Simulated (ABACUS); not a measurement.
## Ag under changes of volume

One of the cells (17.048 Å³/atom); the others are scaled copies at fixed shape and fractional positions:

```xyz
1
Lattice="0.0000 2.0427 2.0427 2.0427 0.0000 2.0427 2.0427 2.0427 0.0000" Properties=species:S:1:pos:R:3 pbc="T T T"
Ag    0.0000    0.0000    0.0000
```

- Program: ABACUS 3.10.1
- Functional: PBEsol
- Potentials or basis: PseudoDojo NC SR 0.4.1 PBEsol standard
- Cutoff: 1116 eV
- Density cutoff: 4463 eV
- Basis: plane waves
- k mesh: 11 × 11 × 11
- Occupations: fermi-dirac, width 0.05 eV
- Spin: no spin polarisation

```csv
volume (Å³/atom),energy over the lowest point (meV/atom),pressure (GPa)
16.025,8.04,4.7
16.366,1.09,1.8
16.707,0.00,-0.9
17.048,4.02,-3.1
17.389,?,?
17.730,24.70,-6.7
18.071,40.16,-8.1
```

What does the run at 17.389 Å³/atom give?

Energy over the lowest point 12.45 meV/atom; pressure -5.0 GPa.

Worked out: A Birch-Murnaghan fit of order 3 (a polynomial in V^(-2/3)) to the other rows has its minimum at 16.60 Å³/atom with B0 = V·E''(V) = 122 GPa and B' = 6.1. It gives 12.46 meV/atom at 17.389 Å³/atom, against the run's 12.45, and -dE/dV = -4.9 GPa, against -5.0.

Energies are extrapolated to zero smearing.
